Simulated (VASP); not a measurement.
# NaI (Fm-3m) in VASP: further runs

The runs below take NaI through relaxation of cell and atoms, single point, with HSE06, PBE.

Program: VASP 6.6.1. These are calculated values, not measurements. Logs are shortened: lines on timing, memory, paths and dates and some standing lists are left out, and cuts for length are marked.

## (1) The structure

Symmetry: Fm-3m, No. 225, cubic system. The conventional cell has a = 6.473 Å, b = 6.473 Å, c = 6.473 Å, α = 90.00°, β = 90.00°, γ = 90.00°. I (site symmetry m-3m) is surrounded by 6 Na at 3.24 Å. Around Na (site symmetry m-3m) lie 6 I at 3.24 Å.

## (2) Relaxation of cell and atoms, HSE06

Input file POSCAR:

```
NaI
1.0
    0.0000000000      3.2364000000      3.2364000000
    3.2364000000      0.0000000000      3.2364000000
    3.2364000000      3.2364000000      0.0000000000
I Na
1 1
Direct
    0.5000000000      0.5000000000      0.5000000000
    0.0000000000      0.0000000000      0.0000000000
```

Input file INCAR.step1:

```
SYSTEM = NaI
PREC = Accurate ; ENCUT = 600
EDIFF = 1E-5 ; ISMEAR = -1
SIGMA = 0.05 ; LREAL = .False.
LASPH = .True. ; NELM = 60
ALGO = Normal ; LWAVE = .True.
LCHARG = .False. ; GGA = PE
```

Input file INCAR.step2:

```
SYSTEM = NaI
PREC = Accurate ; ENCUT = 600
EDIFF = 1E-7 ; ISMEAR = -1
SIGMA = 0.05 ; LREAL = .False.
LASPH = .True. ; NELM = 60
ALGO = Normal ; ISIF = 3
LWAVE = .False. ; LCHARG = .False.
GGA = PE ; LHFCALC = .True.
HFSCREEN = 0.2 ; PRECFOCK = Fast
IBRION = 2 ; NSW = 40
EDIFFG = -0.01 ; ISTART = 1
```

Input file KPOINTS:

```
Automatic mesh
0
Gamma
  4 4 4
  0 0 0
```

Potentials or basis: VASP PAW PBE potentials, release 64 (I, Na_pv).

Command:

```sh
$ cat potpaw_PBE.64/I/POTCAR potpaw_PBE.64/Na_pv/POTCAR > POTCAR
$ cp INCAR.step1 INCAR
$ mpirun -np 1 vasp_std > vasp.out
$ cp INCAR.step2 INCAR
$ mpirun -np 1 vasp_std > vasp.out
```

OUTCAR:

```text
SYSTEM = NaI
   PREC = Accurate
   ENCUT = 600
   EDIFF = 1E-7
   ISMEAR = -1
   LREAL = .False.
   LASPH = .True.
   NELM = 60
   ISIF = 3
   GGA = PE
   LHFCALC = .True.
   HFSCREEN = 0.2
   PRECFOCK = Fast
   IBRION = 2
   NSW = 40
   EDIFFG = -0.01
   ISTART = 1

 ion  position               nearest neighbor table
   1  0.500  0.500  0.500-
   2  0.000  0.000  0.000-

  LATTYP: Found a face centered cubic cell.
 ALAT       =     6.4728000000

  Lattice vectors:

 A1 = (   0.0000000000,   3.2364000000,   3.2364000000)
 A2 = (   3.2364000000,   0.0000000000,   3.2364000000)
 A3 = (   3.2364000000,   3.2364000000,   0.0000000000)

Analysis of symmetry for initial positions (statically):
=====================================================================
 Subroutine PRICEL returns:
 Original cell was already a primitive cell.

 Routine SETGRP: Setting up the symmetry group for a
 face centered cubic supercell.

 Subroutine GETGRP returns: Found 48 space group operations
 (whereof 48 operations were pure point group operations)
 out of a pool of 48 trial point group operations.

The static configuration has the point symmetry O_h .

Analysis of symmetry for dynamics (positions and initial velocities):
=====================================================================
 Subroutine PRICEL returns:
 Original cell was already a primitive cell.

 Routine SETGRP: Setting up the symmetry group for a
 face centered cubic supercell.

 Subroutine GETGRP returns: Found 48 space group operations
 (whereof 48 operations were pure point group operations)
 out of a pool of 48 trial point group operations.

The dynamic configuration has the point symmetry O_h .

 Subroutine INISYM returns: Found 48 space group operations
 (whereof 48 operations are pure point group operations),
 and found     1 'primitive' translations

----------------------------------------------------------------------------------------

                                     Primitive cell

  volume of cell :      67.7980

  direct lattice vectors                    reciprocal lattice vectors
     0.000000000  3.236400000  3.236400000    -0.154492646  0.154492646  0.154492646
     3.236400000  0.000000000  3.236400000     0.154492646 -0.154492646  0.154492646
     3.236400000  3.236400000  0.000000000     0.154492646  0.154492646 -0.154492646

  length of vectors
     4.576960773  4.576960773  4.576960773     0.267589113  0.267589113  0.267589113

  position of ions in fractional coordinates (direct lattice)
     0.500000000  0.500000000  0.500000000
     0.000000000  0.000000000  0.000000000

  ion indices of the primitive-cell ions
   primitive index   ion index
                 1           1
                 2           2

----------------------------------------------------------------------------------------

 KPOINTS: Automatic mesh

Automatic generation of k-mesh.
 Grid dimensions read from file:
 generate k-points for:    4    4    4

 Generating k-lattice:

  Cartesian coordinates                     Fractional coordinates (reciprocal lattice)
    -0.038623162  0.038623162  0.038623162     0.250000000  0.000000000  0.000000000
     0.038623162 -0.038623162  0.038623162     0.000000000  0.250000000  0.000000000
     0.038623162  0.038623162 -0.038623162     0.000000000  0.000000000  0.250000000

  Length of vectors
     0.066897278  0.066897278  0.066897278

  Shift w.r.t. Gamma in fractional coordinates (k-lattice)
     0.000000000  0.000000000  0.000000000

 Subroutine IBZKPT returns following result:
 ===========================================

 Found      8 irreducible k-points:

 Following reciprocal coordinates:
            Coordinates               Weight
  0.000000  0.000000  0.000000      1.000000
  0.250000  0.000000  0.000000      8.000000
  0.500000  0.000000  0.000000      4.000000
  0.250000  0.250000  0.000000      6.000000
  0.500000  0.250000  0.000000     24.000000
 -0.250000  0.250000  0.000000     12.000000
  0.500000  0.500000  0.000000      3.000000
 -0.250000  0.500000  0.250000      6.000000
   k-points           NKPTS =      8   k-points in BZ     NKDIM =     64   number of bands    NBANDS=     11
   number of dos      NEDOS =    301   number of ions     NIONS =      2
   total plane-waves  NPLWV =  64000
   dimension x,y,z NGX =    40 NGY =   40 NGZ =   40
   dimension x,y,z NGXF=    80 NGYF=   80 NGZF=   80
   ions per type =               1   1
   NGX,Y,Z   is equivalent  to a cutoff of  14.53, 14.53, 14.53 a.u.
   NGXF,Y,Z  is equivalent  to a cutoff of  29.06, 29.06, 29.06 a.u.
 SYSTEM =  NaI
   PREC   = accura    normal or accurate (medium, high low for compatibility)
   ISTART =      1    job   : 0-new  1-cont  2-samecut
   ICHARG =      0    charge: 1-file 2-atom 10-const
   ISPIN  =      1    spin polarized calculation?
   LNONCOLLINEAR =      F non collinear calculations
   LSORBIT =      F    spin-orbit coupling
   LASPH  =      T    aspherical Exc in radial PAW
   ENCUT  =  600.0 eV  44.10 Ry    6.64 a.u.   9.14  9.14  9.14*2*pi/ulx,y,z
   NELM   =     60;   NELMIN=  2; NELMDL=  0     # of ELM steps
   EDIFF  = 0.1E-06   stopping-criterion for ELM
   LREAL  =      F    real-space projection
   EDIFFG = -.1E-01   stopping-criterion for IOM
   NSW    =     40    number of steps for IOM
   IBRION =      2    ionic relax: 0-MD 1-quasi-New 2-CG
   NFREE  =      1    steps in history (QN), initial steepest desc. (CG)
   ISIF   =      3    stress and relaxation
   ISYM   =      3    0-nonsym 1-usesym 2-fastsym
   POTIM  = 0.5000    time-step for ionic-motion
   TEBEG  =    0.0;   TEEND  =   0.0 temperature during run
   PSTRESS=    0.0 pullay stress
   NELECT =      14.0000    total number of electrons
   NUPDOWN=      -1.0000    fix difference up-down
   EMIN   =  10.00;   EMAX   =-10.00  energy-range for DOS
   EFERMI =   0.00;   METHOD = LEGACY
   ISMEAR =    -1;   SIGMA  =   0.05  broadening in eV -4-tet -1-fermi 0-gaus
   EFERMI_NEDOS =   21; number of points for ismear=-14 and -15
   IALGO  =     38    algorithm
   IMIX   =      1    mixing-type and parameters
     AMIX     =   0.40;   BMIX     =  1.00
     AMIX_MAG =   1.60;   BMIX_MAG =  1.00
  volume/ion in A,a.u.               =      33.90       228.76
  Fermi-wavevector in a.u.,A,eV,Ry     =   0.967636  1.828567 12.739397  0.936319
  Thomas-Fermi vector in A             =   2.097538
   LORBIT       =      0    0 simple, 1 ext, 2 COOP (PROOUT), +10 PAW based schemes
   GGA     = PE    functional components
   LHFCALC =     T    Hartree Fock is set to
   PRECFOCK=fast      Normal, Fast or Accurate (Low or Medium for compatibility)
   ENCUT4O =  -1.0   cutoff for four orbital integrals eV
   NKREDX  =     1    reduce k-point grid by
   NKREDY  =     1    reduce k-point grid by
   NKREDZ  =     1    reduce k-point grid by
   AEXX    =    0.2500 exact exchange contribution
   HFSCREEN=    0.2000 screening length (either q_TF or 0.3 A-1)
   HFSCREENC=   0.2000 screening length for correlation (either q_TF or 0.3 A-1)
   ENCUTFOCK=  -1.0 apply spherical cutoff to Coloumb kernel
   IVDW    =     0    specifies the selected vdW correction
   LEPSILON=     F    determine dielectric tensor
   LRPA    =     F    only Hartree local field effects (RPA)
 conjugate gradient relaxation of ions
 non-spin polarized calculation
  energy-cutoff  :      600.00
  volume of cell :       67.80
 maximum number of plane-waves:      2276
 NGX is ok and might be reduce to    40
  NGX = 20; NGY = 20; NGZ = 20

--------------------------------------- Ionic step        1  -------------------------------------------

 number of electron      13.9999994 magnetization

 Free energy of the ion-electron system (eV)
  ---------------------------------------------------
  ext. energy  EPLUGINS =         0.00000000
  ---------------------------------------------------
  free energy    TOTEN  =        -6.27244886 eV

  energy without entropy =       -6.27244886  energy(sigma->0) =       -6.27244886

------------------------ aborting loop because EDIFF is reached ----------------------------------------

  FORCE on cell =-STRESS in cart. coord.  units (eV):
  Direction    XX          YY          ZZ          XY          YZ          ZX
  --------------------------------------------------------------------------------------
  -------------------------------------------------------------------------------------
  Total        0.0719136      0.0719136      0.0719136     -0.0000000     -0.0000000      0.0000000
  in kB        1.6994359      1.6994359      1.6994359     -0.0000000     -0.0000000      0.0000000
  external PRESSURE =       1.6994359 kB  Pullay stress =       0.0000000 kB
[... 57 lines left out ...]
  energy  without entropy=       -6.2727302222  energy(sigma->0) =       -6.27273022

--------------------------------------- Ionic step        3  -------------------------------------------

 number of electron      13.9999993 magnetization

 Free energy of the ion-electron system (eV)
  ---------------------------------------------------
  ext. energy  EPLUGINS =         0.00000000
  ---------------------------------------------------
  free energy    TOTEN  =        -6.27281809 eV

  energy without entropy =       -6.27281809  energy(sigma->0) =       -6.27281809

 E-fermi :   1.1700     XC(G=0):  -6.4157

 val. band max:        0.0233645435   @ k =   0.0000   0.0000   0.0000
 cond. band min:       4.6715769090   @ k =   0.0000   0.0000   0.0000
 fundamental gap:      4.6482123655
 Fermi energy:         1.1700230823

 k-point     1 :       0.0000    0.0000    0.0000
  band No.  band energies     occupation
      1     -24.7905      2.00000
      2     -24.7905      2.00000
      3     -24.7905      2.00000
      4     -11.9166      2.00000
      5       0.0234      2.00000
      6       0.0234      2.00000
      7       0.0234      2.00000
      8       4.6716      0.00000
      9       9.0544      0.00000
     10       9.0544      0.00000
     11       9.0544      0.00000
[... 125 lines left out ...]
  FREE ENERGIE OF THE ION-ELECTRON SYSTEM (eV)
  ---------------------------------------------------
  free  energy   TOTEN  =        -6.2728180857 eV

  energy  without entropy=       -6.2728180857  energy(sigma->0) =       -6.27281809

 reached required accuracy - stopping structural energy minimisation
```

Wall time 4.6 min (1 thread of Intel Xeon Platinum 8559C (Emerald Rapids), shared host); peak memory 0.34 GiB.

What came out:

- Free energy: -6.2728 eV
- Relaxed volume: 34.20 Å³/atom
- Relaxed cell: a = 4.591 Å, b = 4.591 Å, c = 4.591 Å, α = 60.00°, β = 60.00°, γ = 60.00°
- Space group after relaxing (to 0.05 Å): Fm-3m (No. 225)
- Energy gained by relaxing: 0.2 meV/atom
- Ionic steps: 3
- Pressure after relaxing: 0.0 GPa
- Band gap on the k mesh: 4.65 eV, direct

Step by step:
| step | energy change (eV) | largest force (eV/Å) | pressure (GPa) | volume (Å³) |
| --- | --- | --- | --- | --- |
| 1 | 0.0000 | 0.0000 | 0.17 | 67.80 |
| 2 | -0.0003 | 0.0000 | 0.08 | 68.15 |
| 3 | -0.0004 | 0.0000 | 0.02 | 68.41 |

Final structure:
```cif
data_structure
_symmetry_space_group_name_H-M 'P 1'
_symmetry_Int_Tables_number 1
_cell_length_a 4.5906
_cell_length_b 4.5906
_cell_length_c 4.5906
_cell_angle_alpha 60.000
_cell_angle_beta 60.000
_cell_angle_gamma 60.000
_cell_volume 68.41
loop_
_atom_site_label
_atom_site_type_symbol
_atom_site_fract_x
_atom_site_fract_y
_atom_site_fract_z
_atom_site_occupancy
I1 I 0.50000 0.50000 0.50000 1
Na1 Na 0.00000 0.00000 0.00000 1
```

Levels at points of the mesh, in eV from the valence-band top:
| k point | band 3 | band 4 | band 5 | band 6 | band 7 | band 8 | band 9 | band 10 | band 11 |
| --- | --- | --- | --- | --- | --- | --- | --- | --- | --- |
| (0.00, 0.00, 0.00) | -24.81 | -11.94 | 0.00 | 0.00 | 0.00 | 4.65 | 9.03 | 9.03 | 9.03 |
| (0.50, 0.00, 0.00) | -24.81 | -11.59 | -2.30 | -0.30 | -0.30 | 6.09 | 8.55 | 8.55 | 9.98 |
| (0.50, 0.50, 0.00) | -24.82 | -11.51 | -2.02 | -0.79 | -0.79 | 5.54 | 6.54 | 11.05 | 12.58 |

Caveat: the k mesh is coarse (spacing up to 0.42 Å⁻¹), so the values aren't converged, least of all with exact exchange; the PAW data sets were made with another functional, which shifts forces and pressure a little; spin-orbit coupling is left out, which moves the levels of the heavy elements. Zero-point motion and thermal expansion aren't in these numbers.

## (3) Single point, HSE06, spin-orbit coupling, no magnetisation

POSCAR is that of step 2.

Input file INCAR.step1:

```
ALGO = Normal ; EDIFF = 1E-5
ENCUT = 520 ; GGA = PE
GGA_COMPAT = F ; ISIF = 2
ISMEAR = -1 ; LASPH = T
LCHARG = F ; LNONCOLLINEAR = T
LORBIT = 11 ; LREAL = F
LSORBIT = T ; LWAVE = T
MAGMOM = 0 0 0 0 0 0 ; NELM = 100
PREC = Accurate ; SIGMA = 0.05
```

Input file INCAR.step2:

```
ALGO = Normal ; EDIFF = 1E-6
ENCUT = 520 ; GGA = PE
GGA_COMPAT = F ; HFSCREEN = 0.2
ISIF = 2 ; ISMEAR = -1
ISTART = 1 ; LASPH = T
LCHARG = F ; LHFCALC = T
LNONCOLLINEAR = T ; LORBIT = 11
LREAL = F ; LSORBIT = T
LWAVE = F ; MAGMOM = 0 0 0 0 0 0
NELM = 100 ; PREC = Accurate
PRECFOCK = Fast ; SIGMA = 0.05
```

Input file KPOINTS:

```
k-points
0
Gamma
  3 3 3
```

Potentials or basis: VASP PAW PBE potentials, release 64 (I, Na_pv).

Command:

```sh
$ cat potpaw_PBE.64/I/POTCAR potpaw_PBE.64/Na_pv/POTCAR > POTCAR
$ cp INCAR.step1 INCAR
$ mpirun -np 1 vasp_ncl > vasp.out
$ cp INCAR.step2 INCAR
$ mpirun -np 1 vasp_ncl > vasp.out
```

It took 1.7 min on 1 thread of Intel Xeon Platinum 8559C (Emerald Rapids), shared host; peak memory 0.47 GiB.

It converged, with:

```
Free energy                                           : -6.3570 eV
Pressure                                              : 0.4 GPa
Valence electrons inside the program's atomic spheres : I 4.44; Na 6.01
```

Caveat: the k mesh is coarse (spacing up to 0.56 Å⁻¹), so the values aren't converged, least of all with exact exchange; the PAW data sets were made with another functional, which shifts forces and pressure a little.

## (4) Single point, PBE

Input file INCAR:

```
SYSTEM = NaI
PREC     = Accurate       ! precision mode
ENCUT    = 520            ! plane-wave cutoff, eV
EDIFF    = 1E-6           ! SCF threshold, eV
ISMEAR   = 0              ! smearing method
SIGMA    = 0.03           ! smearing width, eV
LREAL    = .False.        ! projectors in reciprocal space
LASPH    = .True.         ! aspherical terms in the spheres
NELM     = 100            ! most SCF steps
ALGO     = Normal         ! electronic algorithm
ISIF     = 2              ! what is computed and relaxed
LWAVE    = .False.        ! write WAVECAR
LCHARG   = .False.        ! write CHGCAR
GGA      = PE             ! functional
```

Input file KPOINTS:

```
regular mesh
0
Gamma
  7 7 7
  0 0 0
```

POSCAR is that of step 3.

Command:

```sh
$ cat potpaw_PBE.64/I/POTCAR potpaw_PBE.64/Na_pv/POTCAR > POTCAR
$ mpirun -np 1 vasp_std > vasp.out
```

Wall time 7 s (1 thread of Intel Xeon 6975P-C (Granite Rapids), shared host); peak memory 0.2 GiB.

The run converged. Its results:

- Free energy: -5.3851 eV
- Pressure: 0.4 GPa
- Band gap on the k mesh: 3.64 eV, direct

Levels at points of the mesh, in eV from the valence-band top:
| k point | band 3 | band 4 | band 5 | band 6 | band 7 | band 8 | band 9 | band 10 | band 11 |
| --- | --- | --- | --- | --- | --- | --- | --- | --- | --- |
| (0.00, 0.00, 0.00) | -22.44 | -11.02 | 0.00 | 0.00 | 0.00 | 3.64 | 7.93 | 7.93 | 7.93 |

Caveat: spin-orbit coupling is left out, which moves the levels of the heavy elements.

## (5) Single point, PBE

Input file INCAR:

```
SYSTEM = NaI
PREC = Accurate ; ENCUT = 520
EDIFF = 1E-6 ; ISMEAR = 0
SIGMA = 0.028999999999999998 ; LREAL = .FALSE.
LASPH = .TRUE. ; NELM = 60
ALGO = Fast ; ISIF = 2
LWAVE = .FALSE. ; LCHARG = .FALSE.
GGA = PE ; NBANDS = 14
```

Input file KPOINTS:

```
Automatic mesh
0
G
  7 7 7
  0 0 0
```

POSCAR is that of step 4.

Command:

```sh
$ cat potpaw_PBE.64/I/POTCAR potpaw_PBE.64/Na_pv/POTCAR > POTCAR
$ mpirun -np 1 vasp_std > vasp.out
```

It took 9.6 s on 1 thread of Intel Xeon 6975P-C (Granite Rapids), shared host; peak memory 0.2 GiB.

Results (log left out):

* Free energy: -5.3851 eV
* Pressure: 0.4 GPa
* Band gap on the k mesh: 3.64 eV, direct

Levels at points of the mesh, in eV from the valence-band top:
```
           k point  band 3  band 4  band 5  band 6  band 7  band 8  band 9  band 10  band 11  band 12
(0.00, 0.00, 0.00)  -22.44  -11.02    0.00    0.00    0.00    3.64    7.93     7.93     7.93     9.75
```

Caveat: spin-orbit coupling is left out, which moves the levels of the heavy elements.

## (6) The runs side by side

```tsv
task	level	spin	cell	k mesh	cutoff (eV)	smearing	grid for exact exchange (PRECFOCK)	screening parameter	mesh quality	gap on the mesh (eV)	pressure (GPa)
relaxation of cell and atoms	HSE06	off	relaxed	4 × 4 × 4	600	fermi-dirac 0.05 eV	Fast	0.2 1/A	coarse	4.65	0.0
single point	HSE06	SOC, no magnetisation	as given	3 × 3 × 3	520	fermi-dirac 0.05 eV	Fast	0.2 1/A	coarse	-	0.4
single point	PBE	off	as given	7 × 7 × 7	520	gaussian 0.03 eV	-	-	not flagged	3.64	0.4
single point	PBE	off	as given	7 × 7 × 7	520	gaussian 0.029 eV	-	-	not flagged	3.64	0.4
```

Alike in all rows: potentials or basis VASP PAW PBE potentials, release 64 (I, Na_pv).

Caveats: some runs use coarse meshes; spin-orbit coupling is left out, which moves the levels of the heavy elements (some runs); the PAW data sets were made with another functional, which shifts forces and pressure a little (some runs).

Total energies depend on the potentials used, so only differences within one code and one set of settings carry meaning.
